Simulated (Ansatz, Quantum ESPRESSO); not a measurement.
**W: the pressure in 2 programs**

The cell as given:

The structure is cubic, space group Im-3m (No. 229). The conventional cell has a = 3.165 Å, b = 3.165 Å, c = 3.165 Å, α = 90.00°, β = 90.00°, γ = 90.00°. W (site symmetry m-3m) is surrounded by 8 W at 2.74 Å.

Kept alike: task relaxation of cell and atoms; functional PBE; k mesh 12 × 12 × 12; occupations fermi-dirac, width 0.05 eV; no spin polarisation. The mesh is that of the run's cell of 1 atom. No spin-orbit coupling.

- A: Ansatz, Ansatz PAW, cutoff 420 eV
- B: Quantum ESPRESSO, SSSP 1.3 efficiency PBE, cutoff 857 eV

| pressure (GPa) | A: volume (Å³/atom) | B: volume (Å³/atom) |
| --- | --- | --- |
| 0 | 16.147 | 16.155 |
| 2 | 16.041 | 16.050 |
| 5 | 15.889 | 15.898 |
| 10 | 15.649 | ? |
| 20 | 15.216 | 15.229 |
| 30 | 14.833 | 14.847 |

Values hold for each row's relaxed cell, which stops near the pressure aimed at. Ansatz's stress holds its Pulay term. The runs follow the start's structure, whether or not it is the stable one at these pressures. For a metal such a mesh leaves the last digits unconverged.

Problem. Estimate the value left open.

Solution. In the median of the other rows B lies +0.009 Å³/atom from the other column, which points to 15.658; the run gave 15.659 Å³/atom, +0.001 from it.
